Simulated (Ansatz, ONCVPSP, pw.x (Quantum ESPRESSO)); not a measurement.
Equation-of-state test of one ONCV potential (Si)

- Element: Si
- Generator: ONCVPSP 4.0.1.1 (patched build)
- Type: optimised norm-conserving Vanderbilt (ONCV)
- Functional: PBE
- Relativity: scalar-relativistic
- Frozen core: [Ne]
- Valence charge: 4
- Reference configuration: 3s2 3p2
- Partial waves: 3s: rc 1.65 bohr, ncon 4, nbas 9, qcut 4.2 1/bohr, 3 projectors, debl 2.9 Ha; 3p: rc 2.20 bohr, ncon 3, nbas 8, qcut 4.4 1/bohr, 1 projector; d scattering state at 0.33 Ha: rc 2.20 bohr, ncon 3, nbas 7, qcut 5 1/bohr, 1 projector
- Local potential: polynomial inside 1.40 bohr (lpopt 3, dvloc0 3 Ha)
- Core correction: Teter function fitted to the true core (icmod 2), fcfact 0.4

Atomic tests: cutoffs needed: 7.6 Ha and 14 Ha (the cutoffs (Ha) at which the residual kinetic energy of the hardest occupied pseudo-wave falls to 1 and 0.1 mHa per electron); ghost test: no bound ghost flagged; GHOST(+) flagged for s at 273.1 eV; largest excitation error: +87 meV (all-electron minus pseudo) for 3s1 3p0, out of 4 test configurations.

Crystal test: bcc Si in pw.x 7.5, no spin, 15³ k-points, Fermi–Dirac smearing 0.01 Ry, cutoffs 50/200 Ry. The reference is all-electron LAPW (Ansatz 0.2.0) with the same functional, mesh and smearing; V0 and B0 come from Birch–Murnaghan fits to the pressures at five volumes. Errors are pseudo minus all-electron; Δ is the rms difference of the E(V) curves that follow from these fits, minima aligned, over ±6 % about the mean V0. Mesh and smearing are coarse, so the numbers serve the comparison and aren't converged zero-temperature values; the lattice is a test structure that the element need not adopt.

All-electron: a0 = 3.083 Å (V0 = 14.65 Å³/atom), B0 = 93.0 GPa.

Problem. How far does the potential miss the all-electron equation of state?

Solution. mean pressure error (GPa): +0.14; a0 (Å): 3.084; a0 error (%): +0.05; B0 error (%): -0.7; Δ (meV/atom): 0.5.

```json
{"V (Å³/atom)": "13.863", "P all-electron (GPa)": "5.77", "P pseudo (GPa)": "5.91"}
{"V (Å³/atom)": "14.228", "P all-electron (GPa)": "2.88", "P pseudo (GPa)": "3.02"}
{"V (Å³/atom)": "14.593", "P all-electron (GPa)": "0.35", "P pseudo (GPa)": "0.49"}
{"V (Å³/atom)": "14.958", "P all-electron (GPa)": "-1.86", "P pseudo (GPa)": "-1.72"}
{"V (Å³/atom)": "15.323", "P all-electron (GPa)": "-3.80", "P pseudo (GPa)": "-3.65"}
```

Problem. At the middle volume, how do free energy and pressure move when the wave cutoff is lowered (ecutrho kept at four times it)?

Solution.

| cutoff (Ry) | shift of F (meV/atom) | shift of P (GPa) |
| --- | --- | --- |
| 22 | +5.1 | +0.01 |
| 30 | +2.3 | -0.06 |
| 40 | +0.5 | +0.03 |

The run at the middle volume (120 k-points, 6 iterations) took about 5.4 s on one core of a shared host (Neoverse-V2, 32 threads, 247 GiB, load 12).
